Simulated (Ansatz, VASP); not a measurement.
One calculation of ZrS, two programs

INCAR

```
  PREC = Accurate
  ENCUT = 520
  EDIFF = 1E-6
  ISMEAR = -5
  SIGMA = 0.1
  LREAL = False
  LASPH = True
  NELM = 80
  ALGO = Normal
  ISIF = 2
  LWAVE = False
  LCHARG = False
  GGA = PS
  NBANDS = 16
```

KPOINTS

```
Automatic mesh
0
Gamma
  10 10 10
```

The input POSCAR:

```
ZrS
1.0
    0.0000000000      2.6235080000      2.6235080000
    2.6235080000      0.0000000000      2.6235080000
    2.6235080000      2.6235080000      0.0000000000
Zr S
1 1
Direct
    0.0000000000      0.0000000000      0.0000000000
    0.5000000000      0.5000000000      0.5000000000
```

Input for Ansatz:

```yaml
crystal:
  lattice:
    - [0.0, 2.623508, 2.623508]
    - [2.623508, 0.0, 2.623508]
    - [2.623508, 2.623508, 0.0]
  atoms:
    - { symbol: Zr, position: [0.0, 0.0, 0.0] }
    - { symbol: S, position: [0.5, 0.5, 0.5] }
kpoints:
  mp_grid: { grid: [10, 10, 10] }
scf:
  occupations: { method: tetrahedron }
hamiltonian:
  xc: pbesol
  pseudopotentials: { kind: paw }
output:
  forces: true
  stress: true
  eigenvalues: true
  populations: true
```

The cell comes from a database or a generator and needn't be the stable form of this composition.

Alike in both runs: task single point; functional PBEsol; k mesh 10 × 10 × 10; occupations tetrahedron; no spin polarisation.

|  | VASP | Ansatz |
| --- | --- | --- |
| version | VASP 6.6.1 | Ansatz 0.2.0 |
| potentials or method | VASP PAW PBE potentials, release 64 (Zr_sv, S) | PAW with Ansatz's default frozen-core files, scalar-relativistic |
| plane-wave cutoff (eV) | 520 | 420 |
| valence electrons in the cell | 18 | 18 |

|  | VASP | Ansatz | Ansatz less VASP |
| --- | --- | --- | --- |
| gap on the k mesh at the Fermi level (eV) | none | none | - |
| pressure (GPa) | -6.1 | -6.3 | -0.19 |

A gap of «none» marks a metal or a gap that the smearing closes. The functional is the same, so the differences come from potentials, cutoffs and numerics. Ansatz warned: «band_table_not_solved_further».

Caveats: the PAW data sets were made with another functional, which shifts forces and pressure a little (VASP); tetrahedron occupations give inexact forces and stress in metals.
